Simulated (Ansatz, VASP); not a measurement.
# HfC: VASP beside Ansatz

INCAR

```
SYSTEM = HfC
  ALGO = Normal
  EDIFF = 1E-6
  ENCUT = 520
  GGA = PE
  ISIF = 2
  ISMEAR = 0
  LASPH = .True.
  LCHARG = .False.
  LREAL = .False.
  LWAVE = .False.
  NBANDS = 14
  NELM = 100
  PREC = Accurate
  SIGMA = 0.1
```

File KPOINTS:

```
k-points
0
Gamma
  16 16 16
  0 0 0
```

Contents of POSCAR:

```
HfC
1.0
    0.0000000000      2.2537697637      2.2537697637
    2.2537697637      0.0000000000      2.2537697637
    2.2537697637      2.2537697637      0.0000000000
Hf C
1 1
Direct
    0.5000000000      0.5000000000      0.5000000000
    0.0000000000      0.0000000000      0.0000000000
```

Input for Ansatz:

```yaml
crystal:
  lattice:
    - [0.0, 2.2537697637, 2.2537697637]
    - [2.2537697637, 0.0, 2.2537697637]
    - [2.2537697637, 2.2537697637, 0.0]
  atoms:
    - { symbol: Hf, position: [0.5, 0.5, 0.5] }
    - { symbol: C, position: [0.0, 0.0, 0.0] }
basis:
  ecutwfc: 420
kpoints:
  mp_grid: { grid: [16, 16, 16] }
hamiltonian:
  xc: pbe
scf:
  occupations: { method: gaussian, width: 0.1 }
output:
  forces: true
  stress: true
  eigenvalues: true
```

Alike in both runs: task single point; functional PBE; k mesh 16 × 16 × 16; occupations gaussian, width 0.1 eV; no spin polarisation.

|  | VASP | Ansatz |
| --- | --- | --- |
| version | VASP 6.6.1 | Ansatz 0.2.0 |
| potentials or method | VASP PAW PBE potentials, release 64 (Hf_pv, C) | scalar-relativistic, plane waves, PAW |
| plane-wave cutoff (eV) | 520 | 420 |
| valence electrons in the cell | 14 | 30 |

|  | VASP | Ansatz | Ansatz less VASP |
| --- | --- | --- | --- |
| gap on the k mesh at the Fermi level (eV) | none | none | - |
| pressure (GPa) | 26.3 | 26.5 | +0.19 |

A gap of «none» marks a metal or a gap that the smearing closes. With one functional, cell and mesh, what is left measures potentials, basis and numerics. The two sets of potentials don't hold the same shells in valence.

Caveats: so large a pressure means that the cell lies far from this level's equilibrium, or that cutoff or potentials fall short (VASP). Spin-orbit coupling is left out, which matters for the levels of Hf.
